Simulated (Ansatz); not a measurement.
# NaH: the cost of one run

Computed with the Python package of Ansatz 0.2.0. Level of theory: DFT r2SCAN, plane waves, PAW.

## 1. The structure

It takes space group Fm-3m (No. 225, cubic). Conventional cell: a = 4.880 Å, b = 4.880 Å, c = 4.880 Å, α = 90.00°, β = 90.00°, γ = 90.00°. Around Na (site symmetry m-3m) lie 6 H at 2.44 Å. Around H (site symmetry m-3m) lie 6 Na at 2.44 Å.

The script holds or builds the structure itself.

## 2. The code

File eos_nah.py:

```python
import ansatz as az
from ase.eos import EquationOfState
from ase.units import GPa
import numpy as np

VECTORS = np.array([
    [0.0, 2.44, 2.44],
    [2.44, 0.0, 2.44],
    [2.44, 2.44, 0.0],
])
SITES = [
    ('Na', (0.0, 0.0, 0.0)),
    ('H', (0.5, 0.5, 0.5)),
]


def make_crystal(cell):
    crystal = az.Crystal(lattice=az.Lattice.of(cell))
    for symbol, position in SITES:
        crystal = crystal.atom(symbol, position)
    return crystal

volumes, energies = [], []
for scale in np.linspace(0.9, 1.1, 9):
    cell = VECTORS * scale ** (1 / 3)
    base = make_crystal(cell).calculation()
    base = base.functional('r2scan')
    base = base.occupations('Fixed')
    base = base.basis(600)
    base = base.kpoints(8, 8, 8)
    rep = base.run().report
    volumes.append(abs(np.linalg.det(cell)) / len(SITES))
    energies.append(rep['free_energy_ev'] / len(SITES))
    print(f'V = {volumes[-1]:8.4f} A^3/atom  F = {energies[-1]:.5f} eV/atom')

eos = EquationOfState(volumes, energies, eos='murnaghan')
v0, e0, bulk = eos.fit()
print(f'V0 = {v0:.4f} A^3/atom, E0 = {e0:.5f} eV/atom, B = {bulk / GPa:.1f} GPa')
```

## 3. The input behind the calls

The engine receives this input (first run):

```yaml
crystal:
  lattice:
    - [0.0, 2.3557940984377366, 2.3557940984377366]
    - [2.3557940984377366, 0.0, 2.3557940984377366]
    - [2.3557940984377366, 2.3557940984377366, 0.0]
  atoms:
    - { symbol: Na, position: [0.0, 0.0, 0.0] }
    - { symbol: H, position: [0.5, 0.5, 0.5] }
basis:
  ecutwfc: 600.0
kpoints:
  mp_grid:
    grid: [8, 8, 8]
hamiltonian:
  xc: r2scan
scf:
  occupations:
    method: fixed
```

## 4. Running it

Command:

```sh
python eos_nah.py
```

Q: Estimate wall time and peak memory on 1 thread of AMD EPYC 7R43 (Zen 3), shared host.

About 13 s, with a peak of 0.43 GiB.
